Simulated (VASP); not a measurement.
Sr:

```
CELL_PARAMETERS angstrom
-2.43500 2.43500 2.43500
2.43500 -2.43500 2.43500
2.43500 2.43500 -2.43500
ATOMIC_POSITIONS crystal
Sr 0.00000 0.00000 0.00000
```

This isn't the form of Sr at room conditions, which is fcc.

| Quantity | Value |
| --- | --- |
| Program | VASP 6.6.1 |
| Task | single point |
| Functional | PBE |
| Potentials or basis | VASP PAW PBE potentials, release 64 (Sr_sv) |
| Cutoff | 520 eV |
| k mesh | 8 × 8 × 8 |
| Occupations | fermi-dirac, width 0.05 eV |
| Spin | no spin polarisation |

On this cell: pressure -0.7 GPa; band gap on the k mesh none (metal or under the smearing width).

The same run follows on a disturbed copy (cell strained at random at fixed volume):

```xyz
1
Lattice="-2.3802 2.4776 2.4247 2.3779 -2.5186 2.4635 2.3656 2.5040 -2.4657" Properties=species:S:1:pos:R:3 pbc="T T T"
Sr   -0.0510   -0.0162    0.0820
```

Task: What changes?

Result: The energy (extrapolated to zero smearing) moves by +1.1 meV/atom; pressure -0.7 GPa; band gap on the k mesh none (metal or under the smearing width).

Stress tensor (GPa, compression positive):
```
-0.64  0.08  0.01
 0.08 -0.70  0.20
 0.01  0.20 -0.69
```
